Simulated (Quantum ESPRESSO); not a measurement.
Crystal: AlAu.

```
Au Al
1.0
     3.22394    0.00000    0.00000
     0.00000    3.22394    0.00000
     0.00000    0.00000    3.22394
Au Al
1 1
Direct
  0.50000 0.50000 0.50000
  0.00000 0.00000 0.00000
```

The cell comes from a database or a generator and needn't be the stable form of this composition.

```yaml
Program: Quantum ESPRESSO 7.5
Task: phonons
Functional: PBEsol
Potentials_or_basis: GBRV 1.5 PBEsol
Cutoff: 612 eV
Density_cutoff: 4898 eV
k_mesh: 8 × 8 × 8
Occupations: cold, width 0.2 eV
Spin: no spin polarisation
Target_pressure: 2 GPa
Mixing_beta: 0.5
Most_SCF_iterations: 120
SCF_threshold: 4e-10 Ry
```

The cell and the atoms were relaxed first at 2 GPa, to 15.74 Å³/atom (a = 3.157 Å, b = 3.157 Å, c = 3.157 Å, α = 90.00°, β = 90.00°, γ = 90.00°), and the response was taken there.

**Question.** What is the highest optical frequency at the zone centre?

**Answer.** 169 cm⁻¹, a mode of symmetry T1u (IR).

Optical modes at Γ, degenerate ones joined:
| cm⁻¹ | components | symmetry | active in |
| --- | --- | --- | --- |
| 169 | 3 | T1u | IR |

Caveat: the mesh is thin for the phonons of a metal.
